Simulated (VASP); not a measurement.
# C (P6_3/mmc) in VASP: further runs

One crystal, C, is run at these levels: PBE+D3(BJ), LDA; tasks: single point, relaxation of cell and atoms.

Everything below comes from runs of VASP 6.6.1. Logs are shortened: lines on timing, memory, paths and dates and some standing lists are left out, and cuts for length are marked.

## 1. The crystal as given

Symmetry: P6_3/mmc, No. 194, hexagonal system. The conventional cell has a = 2.465 Å, b = 2.465 Å, c = 6.729 Å, α = 90.00°, β = 90.00°, γ = 120.00°. C (site symmetry -6m2) has 3 C at 1.42 Å as nearest neighbours. C (site symmetry -6m2) has 3 C at 1.42 Å as nearest neighbours.

## 2. Single point, PBE+D3(BJ)

The input, INCAR:

```
ALGO     = Normal         # electronic algorithm
EDIFF    = 1E-7           # SCF threshold, eV
ENCUT    = 520            # plane-wave cutoff, eV
GGA      = PE             # functional
ISIF     = 2              # what is computed and relaxed
ISMEAR   = -1             # smearing method
IVDW     = 12             # dispersion correction
LASPH    = True           # aspherical terms in the spheres
LCHARG   = False          # write CHGCAR
LREAL    = False          # projectors in reciprocal space
LWAVE    = False          # write WAVECAR
NBANDS   = 16             # bands
NELM     = 100            # most SCF steps
PREC     = Accurate       # precision mode
SIGMA    = 0.02           # smearing width, eV
```

The input, KPOINTS:

```
k-points
0
Gamma
  12 12 4
```

The input, POSCAR:

```
C
1.0
    2.4650832226      0.0000000000      0.0000000000
   -1.2325416113      2.1348246932      0.0000000000
    0.0000000000      0.0000000000      6.7287803430
C
4
Direct
    0.0000000000      0.0000000000      0.2500000000
    0.0000000000      0.0000000000      0.7500000000
    0.3333333333      0.6666666667      0.2500000000
    0.6666666667      0.3333333333      0.7500000000
```

Potentials or basis: VASP PAW PBE potentials, release 64 (C).

Started as:

```bash
$ cat potpaw_PBE.64/C/POTCAR > POTCAR
$ mpirun -np 1 vasp_std > vasp.out
```

OUTCAR:

```text
EDIFF = 1E-7
   ENCUT = 520
   GGA = PE
   ISIF = 2
   ISMEAR = -1
   IVDW = 12
   LASPH = True
   LREAL = False
   NELM = 100
   PREC = Accurate
 IVDW          = 12

 ion  position               nearest neighbor table
   1  0.000  0.000  0.250-   3 1.42   3 1.42   3 1.42
   2  0.000  0.000  0.750-   4 1.42   4 1.42   4 1.42
   3  0.333  0.667  0.250-   1 1.42   1 1.42   1 1.42
   4  0.667  0.333  0.750-   2 1.42   2 1.42   2 1.42

  LATTYP: Found a hexagonal cell.
 ALAT       =     2.4650832226
 C/A-ratio  =     2.7296361767

  Lattice vectors:

 A1 = (   2.4650832226,   0.0000000000,   0.0000000000)
 A2 = (  -1.2325416113,   2.1348246932,   0.0000000000)
 A3 = (   0.0000000000,   0.0000000000,   6.7287803430)

Analysis of symmetry for initial positions (statically):
=====================================================================
 Subroutine PRICEL returns:
 Original cell was already a primitive cell.

 Routine SETGRP: Setting up the symmetry group for a
 hexagonal supercell.

 Subroutine GETGRP returns: Found 24 space group operations
 (whereof 12 operations were pure point group operations)
 out of a pool of 24 trial point group operations.

The static configuration has the point symmetry D_3d.
 The point group associated with its full space group is D_6h.

Analysis of symmetry for dynamics (positions and initial velocities):
=====================================================================
 Subroutine PRICEL returns:
 Original cell was already a primitive cell.

 Routine SETGRP: Setting up the symmetry group for a
 hexagonal supercell.

 Subroutine GETGRP returns: Found 24 space group operations
 (whereof 12 operations were pure point group operations)
 out of a pool of 24 trial point group operations.

The dynamic configuration has the point symmetry D_3d.
 The point group associated with its full space group is D_6h.

 Subroutine INISYM returns: Found 24 space group operations
 (whereof 12 operations are pure point group operations),
 and found     1 'primitive' translations

----------------------------------------------------------------------------------------

                                     Primitive cell

  volume of cell :      35.4103

  direct lattice vectors                    reciprocal lattice vectors
     2.465083223  0.000000000  0.000000000     0.405665817  0.234211269  0.000000000
    -1.232541611  2.134824693  0.000000000     0.000000000  0.468422538  0.000000000
     0.000000000  0.000000000  6.728780343     0.000000000  0.000000000  0.148615343

  length of vectors
     2.465083223  2.465083223  6.728780343     0.468422538  0.468422538  0.148615343

  position of ions in fractional coordinates (direct lattice)
     0.000000000  0.000000000  0.250000000
     0.000000000  0.000000000  0.750000000
     0.333333333  0.666666667  0.250000000
     0.666666667  0.333333333  0.750000000

  ion indices of the primitive-cell ions
   primitive index   ion index
                 1           1
                 2           2
                 3           3
                 4           4

----------------------------------------------------------------------------------------

 KPOINTS: k-points

Automatic generation of k-mesh.
 Grid dimensions read from file:
 generate k-points for:   12   12    4

 Generating k-lattice:

  Cartesian coordinates                     Fractional coordinates (reciprocal lattice)
     0.033805485  0.019517606  0.000000000     0.083333333  0.000000000  0.000000000
     0.000000000  0.039035211  0.000000000     0.000000000  0.083333333  0.000000000
     0.000000000  0.000000000  0.037153836     0.000000000  0.000000000  0.250000000

  Length of vectors
     0.039035211  0.039035211  0.037153836

  Shift w.r.t. Gamma in fractional coordinates (k-lattice)
     0.000000000  0.000000000  0.000000000

 Subroutine IBZKPT returns following result:
 ===========================================

 Found     57 irreducible k-points:

 Following reciprocal coordinates:
            Coordinates               Weight
  0.000000  0.000000  0.000000      1.000000
  0.083333  0.000000  0.000000      6.000000
  0.166667  0.000000  0.000000      6.000000
  0.250000  0.000000  0.000000      6.000000
  0.333333  0.000000  0.000000      6.000000
  0.416667  0.000000  0.000000      6.000000
[... 16 lines left out ...]
  0.250000  0.000000  0.250000     12.000000
  0.333333  0.000000  0.250000     12.000000
 [... further k-points ...]
   k-points           NKPTS =     57   k-points in BZ     NKDIM =     57   number of bands    NBANDS=     16
   number of dos      NEDOS =    301   number of ions     NIONS =      4
   total plane-waves  NPLWV =  16200
   dimension x,y,z NGX =    18 NGY =   18 NGZ =   50
   dimension x,y,z NGXF=    36 NGYF=   36 NGZF=  100
   ions per type =               4
   NGX,Y,Z   is equivalent  to a cutoff of  12.14, 12.14, 12.35 a.u.
   NGXF,Y,Z  is equivalent  to a cutoff of  24.28, 24.28, 24.71 a.u.
 SYSTEM =  unknown system
   PREC   = accura    normal or accurate (medium, high low for compatibility)
   ISTART =      0    job   : 0-new  1-cont  2-samecut
   ICHARG =      2    charge: 1-file 2-atom 10-const
   ISPIN  =      1    spin polarized calculation?
   LNONCOLLINEAR =      F non collinear calculations
   LSORBIT =      F    spin-orbit coupling
   LASPH  =      T    aspherical Exc in radial PAW
   ENCUT  =  520.0 eV  38.22 Ry    6.18 a.u.   4.58  4.58 12.51*2*pi/ulx,y,z
   NELM   =    100;   NELMIN=  2; NELMDL= -5     # of ELM steps
   EDIFF  = 0.1E-06   stopping-criterion for ELM
   LREAL  =      F    real-space projection
   EDIFFG = 0.1E-05   stopping-criterion for IOM
   NSW    =      0    number of steps for IOM
   IBRION =     -1    ionic relax: 0-MD 1-quasi-New 2-CG
   NFREE  =      0    steps in history (QN), initial steepest desc. (CG)
   ISIF   =      2    stress and relaxation
   ISYM   =      2    0-nonsym 1-usesym 2-fastsym
   POTIM  = 0.5000    time-step for ionic-motion
   TEBEG  =    0.0;   TEEND  =   0.0 temperature during run
   PSTRESS=    0.0 pullay stress
   NELECT =      16.0000    total number of electrons
   NUPDOWN=      -1.0000    fix difference up-down
   EMIN   =  10.00;   EMAX   =-10.00  energy-range for DOS
   EFERMI =   0.00;   METHOD = LEGACY
   ISMEAR =    -1;   SIGMA  =   0.02  broadening in eV -4-tet -1-fermi 0-gaus
   EFERMI_NEDOS =   21; number of points for ismear=-14 and -15
   IALGO  =     38    algorithm
   IMIX   =      4    mixing-type and parameters
     AMIX     =   0.40;   BMIX     =  1.00
     AMIX_MAG =   1.60;   BMIX_MAG =  1.00
  volume/ion in A,a.u.               =       8.85        59.74
  Fermi-wavevector in a.u.,A,eV,Ry     =   1.256237  2.373943 21.471767  1.578130
  Thomas-Fermi vector in A             =   2.389954
   LORBIT       =      0    0 simple, 1 ext, 2 COOP (PROOUT), +10 PAW based schemes
   GGA     = PE    functional components
   LHFCALC =     F    Hartree Fock is set to
   AEXX    =    0.0000 exact exchange contribution
   IVDW    =    12    specifies the selected vdW correction
   LEPSILON=     F    determine dielectric tensor
   LRPA    =     F    only Hartree local field effects (RPA)
 non-spin polarized calculation
  energy-cutoff  :      520.00
  volume of cell :       35.41
 maximum number of plane-waves:       979
   NGX =  9   NGY =  9   NGZ = 25

 number of electron      15.9999994 magnetization

 Free energy of the ion-electron system (eV)
  ---------------------------------------------------
  ext. energy  EPLUGINS =         0.00000000
  ---------------------------------------------------
  free energy    TOTEN  =       -36.83983060 eV

  energy without entropy =      -36.83891017  energy(sigma->0) =      -36.83937038

 E-fermi :   4.6473     XC(G=0): -10.3040

 val. band max:        4.6454297103   @ k =   0.3333   0.3333   0.5000
 cond. band min:       4.6477427491   @ k =   0.3333   0.3333   0.2500
 fundamental gap:      0.0023130387
 Fermi energy:         4.6472739140

 k-point     1 :       0.0000    0.0000    0.0000
  band No.  band energies     occupation
      1     -14.9960      2.00000
      2     -14.7023      2.00000
      3      -3.8483      2.00000
      4      -1.9092      2.00000
      5       1.6344      2.00000
      6       1.6344      2.00000
[... 8 lines left out ...]
     15      16.0123      0.00000
     16      16.2194      0.00000

 k-point     2 :       0.0833    0.0000    0.0000
  band No.  band energies     occupation
      1     -14.8303      2.00000
      2     -14.5395      2.00000
      3      -3.6472      2.00000
      4      -1.7211      2.00000
      5       0.9753      2.00000
      6       1.0081      2.00000
[... 8 lines left out ...]
     15      15.4400      0.00000
     16      15.6749      0.00000

 k-point     3 :       0.1667    0.0000    0.0000
  band No.  band energies     occupation
      1     -14.3350      2.00000
      2     -14.0530      2.00000
      3      -3.0482      2.00000
      4      -1.1632      2.00000
      5      -0.6795      2.00000
      6      -0.6168      2.00000
[... 8 lines left out ...]
     15      15.5624      0.00000
     16      15.7661      0.00000

 k-point     4 :       0.2500    0.0000    0.0000
  band No.  band energies     occupation
      1     -13.5161      2.00000
      2     -13.2487      2.00000
      3      -2.7971      2.00000
      4      -2.7003      2.00000
      5      -2.0669      2.00000
      6      -0.3921      2.00000
[... 8 lines left out ...]
     15      18.0654      0.00000
     16      18.1090      0.00000
[... 324 lines left out ...]
 k-point    22 :       0.1667    0.0000    0.2500
  band No.  band energies     occupation
      1     -14.2958      2.00000
      2     -14.0966      2.00000
      3      -2.8115      2.00000
      4      -1.4919      2.00000
      5      -0.6703      2.00000
      6      -0.6260      2.00000
[... 8 lines left out ...]
     15      15.5212      0.00000
     16      15.5551      0.00000

 k-point    23 :       0.2500    0.0000    0.2500
  band No.  band energies     occupation
      1     -13.4788      2.00000
      2     -13.2898      2.00000
      3      -2.7833      2.00000
      4      -2.7148      2.00000
      5      -1.8384      2.00000
      6      -0.5724      2.00000
[... 8 lines left out ...]
     15      18.0716      0.00000
     16      18.1026      0.00000

 k-point    24 :       0.3333    0.0000    0.2500
  band No.  band energies     occupation
      1     -12.3512      2.00000
      2     -12.1763      2.00000
      3      -5.0007      2.00000
      4      -4.9084      2.00000
      5      -1.1203      2.00000
      6      -1.0842      2.00000
[... 8 lines left out ...]
     15      19.8927      0.00000
     16      20.9120      0.00000

 [... further k-points ...]

------------------------ aborting loop because EDIFF is reached ----------------------------------------

 Edisp (eV)   -0.62327

 E8    (eV) :    -0.1766

  FORCE on cell =-STRESS in cart. coord.  units (eV):
  Direction    XX          YY          ZZ          XY          YZ          ZX
  --------------------------------------------------------------------------------------
  -------------------------------------------------------------------------------------
  Total       0.15638     0.15638    -0.02017     0.00000     0.00000    -0.00000
  in kB       7.07539     7.07539    -0.91263     0.00000     0.00000    -0.00000
  external pressure =        4.41 kB  Pullay stress =        0.00 kB

 VOLUME and BASIS-vectors are now :
 -----------------------------------------------------------------------------
  energy-cutoff  :      520.00
  volume of cell :       35.41
      direct lattice vectors                 reciprocal lattice vectors
     2.465083223  0.000000000  0.000000000     0.405665817  0.234211269  0.000000000
    -1.232541611  2.134824693  0.000000000     0.000000000  0.468422538  0.000000000
     0.000000000  0.000000000  6.728780343     0.000000000  0.000000000  0.148615343

 POSITION                                       TOTAL-FORCE (eV/Angst)
 -----------------------------------------------------------------------------------
      0.00000      0.00000      1.68220         0.000000     -0.000000     -0.000000
      0.00000      0.00000      5.04659        -0.000000      0.000000     -0.000000
     -0.00000      1.42322      1.68220        -0.000000      0.000000     -0.000000
      1.23254      0.71161      5.04659         0.000000      0.000000      0.000000
 -----------------------------------------------------------------------------------
    total drift:                                0.000000     -0.000000      0.000000

  FREE ENERGIE OF THE ION-ELECTRON SYSTEM (eV)
  ---------------------------------------------------
  free  energy   TOTEN  =       -37.4630990665 eV

  energy  without entropy=      -37.4621786332  energy(sigma->0) =      -37.46263885
```

Run time: 16 s. Hardware: 1 thread of AMD EPYC 9R45 (Zen 5), shared host; peak memory 0.13 GiB.

Results:

```
Free energy                : -37.4631 eV
Pressure                   : 0.4 GPa
Band gap on the k mesh     : none (metal or under the smearing width)
Dispersion energy per atom : -0.156 eV
```

Stress tensor (GPa, compression positive):
```
 0.71  0.00  0.00
 0.00  0.71  0.00
 0.00  0.00 -0.09
```

## 3. Relaxation of cell and atoms, PBE+D3(BJ)

This run uses another cell than the first one, of 10.28 Å³/atom, 1.162 times its volume.

The input, INCAR:

```
SYSTEM = C
PREC     = Accurate       ! precision mode
ENCUT    = 600            ! plane-wave cutoff, eV
EDIFF    = 1E-7           ! SCF threshold, eV
ISMEAR   = -1             ! smearing method
SIGMA    = 0.02           ! smearing width, eV
LREAL    = .FALSE.        ! projectors in reciprocal space
LASPH    = .TRUE.         ! aspherical terms in the spheres
NELM     = 100            ! most SCF steps
ALGO     = Normal         ! electronic algorithm
ISIF     = 3              ! what is computed and relaxed
LWAVE    = .FALSE.        ! write WAVECAR
LCHARG   = .FALSE.        ! write CHGCAR
GGA      = PE             ! functional
IVDW     = 12             ! dispersion correction
IBRION   = 2              ! ionic algorithm
NSW      = 80             ! ionic steps
EDIFFG   = -0.005         ! ionic threshold
```

The input, KPOINTS:

```
regular mesh
0
G
  12 12 4
  0 0 0
```

The input, POSCAR:

```
C
1.0
    2.4672912616      0.0000000000      0.0000000000
   -1.2336456308      2.1367369111      0.0000000000
    0.0000000000      0.0000000000      7.8030730000
C
4
Direct
    0.0000000000      0.0000000000      0.2500000000
    0.0000000000      0.0000000000      0.7500000000
    0.3333333300      0.6666666700      0.2500000000
    0.6666666700      0.3333333300      0.7500000000
```

Potentials or basis: VASP PAW PBE potentials, release 64 (C).

Started as:

```bash
$ cat potpaw_PBE.64/C/POTCAR > POTCAR
$ mpirun -np 1 vasp_std > vasp.out
```

Wall time 2.7 min (1 thread of AMD EPYC 9R45 (Zen 5), shared host); peak memory 0.16 GiB.

Results (log left out):

| Item | Value |
| --- | --- |
| Free energy | -37.4853 eV |
| Relaxed volume | 8.78 Å³/atom |
| Relaxed cell | a = 2.465 Å, b = 2.465 Å, c = 6.670 Å, α = 90.00°, β = 90.00°, γ = 120.00° |
| Space group after relaxing (to 0.05 Å) | P6_3/mmc (No. 194) |
| Energy gained by relaxing | 15.3 meV/atom |
| Ionic steps | 12 |
| Pressure after relaxing | 0.0 GPa |
| Band gap on the k mesh | none (metal or under the smearing width) |
| Dispersion energy per atom | -0.157 eV |

Step by step:
```
step  energy change (eV)  largest force (eV/Å)  pressure (GPa)  volume (Å³)
   1              0.0000                0.0000           -1.12        41.14
   2             -0.0034                0.0000            0.23        40.71
   3             -0.0050                0.0000            1.79        40.24
   4             -0.0058                0.0000            1.77        40.18
   5             -0.0083                0.0000            1.71        40.02
   6             -0.0133                0.0000            1.60        39.70
   7             -0.0230                0.0000            1.39        39.05
   8             -0.0410                0.0000            1.01        37.75
   9             -0.0611                0.0000            0.50        35.14
  10             -0.0611                0.0000            0.49        35.01
  11             -0.0611                0.0000           -0.46        35.19
  12             -0.0612                0.0000           -0.02        35.11
```

Final structure:
```
CELL_PARAMETERS angstrom
2.46519 0.00000 0.00000
-1.23259 2.13492 0.00000
0.00000 0.00000 6.67023
ATOMIC_POSITIONS crystal
C 0.00000 0.00000 0.25000
C 0.00000 0.00000 0.75000
C 0.33333 0.66667 0.25000
C 0.66667 0.33333 0.75000
```

Levels at points of the mesh, in eV from the Fermi level:
```
           k point  band 5  band 6  band 7  band 8  band 9  band 10  band 11  band 12
(0.00, 0.00, 0.00)   -3.01   -3.01   -2.99   -2.99    4.35     8.33     8.33     8.38
(0.50, 0.00, 0.00)   -6.41   -6.35   -2.77   -2.07    1.52     2.21     7.21     7.62
(0.00, 0.00, 0.50)   -3.00   -3.00   -3.00   -3.00    7.03     7.03     8.35     8.35
(0.50, 0.00, 0.50)   -6.38   -6.38   -2.35   -2.35    1.66     1.66     7.41     7.41
```

## 4. Single point, LDA

This run uses another cell than the first one, of 8.70 Å³/atom, 0.983 times its volume.

The input, INCAR:

```
PREC = Accurate ; ENCUT = 520
EDIFF = 1E-6 ; ISMEAR = -1
SIGMA = 0.02 ; LREAL = F
LASPH = T ; NELM = 100
ALGO = Normal ; ISIF = 2
LWAVE = F ; LCHARG = T
GGA = CA ; LELF = T
LVHAR = T ; NBANDS = 16
```

The input, KPOINTS:

```
Automatic mesh
0
Gamma
  12 12 4
```

The input, POSCAR:

```
C
1.0
    2.4553979485      0.0000000000      0.0000000000
   -1.2276989742      2.1264369998      0.0000000000
    0.0000000000      0.0000000000      6.6643944312
C
4
Direct
    0.0000000000      0.0000000000      0.2500000000
    0.0000000000      0.0000000000      0.7500000000
    0.3333333333      0.6666666667      0.2500000000
    0.6666666667      0.3333333333      0.7500000000
```

Potentials or basis: VASP PAW LDA potentials, release 64 (C).

Started as:

```bash
$ cat potpaw_LDA.64/C/POTCAR > POTCAR
$ mpirun -np 1 vasp_std > vasp.out
```

It took 16 s on 1 thread of AMD EPYC 9R45 (Zen 5), shared host; peak memory 0.11 GiB.

The run converged. Its results:

```
Free energy            : -40.4381 eV
Pressure               : -2.8 GPa
Band gap on the k mesh : none (metal or under the smearing width)
```

Stress tensor (GPa, compression positive):
```
-4.14  0.00  0.00
 0.00 -4.14  0.00
 0.00  0.00 -0.24
```

Levels at points of the mesh, in eV from the Fermi level:
```csv
k point,band 4,band 5,band 6,band 7,band 8,band 9,band 10,band 11,band 12,band 13
"(0.00, 0.00, 0.00)",-6.56,-2.99,-2.99,-2.97,-2.97,3.92,8.37,8.37,8.42,8.42
"(0.50, 0.00, 0.00)",-13.12,-6.42,-6.36,-2.81,-2.08,1.46,2.20,7.40,7.84,10.97
"(0.00, 0.00, 0.50)",-7.73,-2.98,-2.98,-2.98,-2.98,6.63,6.63,8.40,8.40,8.40
"(0.50, 0.00, 0.50)",-13.18,-6.39,-6.39,-2.37,-2.37,1.60,1.60,7.61,7.61,12.30
```

## 5. Overview

| task | level | potentials or basis | cell | cutoff (eV) | gap on the mesh (eV) | pressure (GPa) |
| --- | --- | --- | --- | --- | --- | --- |
| single point | PBE+D3(BJ) | VASP PAW PBE potentials, release 64 (C) | P6_3/mmc, 8.85 Å³/atom | 520 | none | 0.4 |
| relaxation of cell and atoms | PBE+D3(BJ) | VASP PAW PBE potentials, release 64 (C) | relaxed | 600 | none | 0.0 |
| single point | LDA | VASP PAW LDA potentials, release 64 (C) | P6_3/mmc, 8.7 Å³/atom | 520 | none | -2.8 |

Alike in all rows: no spin polarisation; k mesh 12 × 12 × 4; smearing fermi-dirac 0.02 eV.

Total energies depend on the potentials used, so only differences within one code and one set of settings carry meaning.
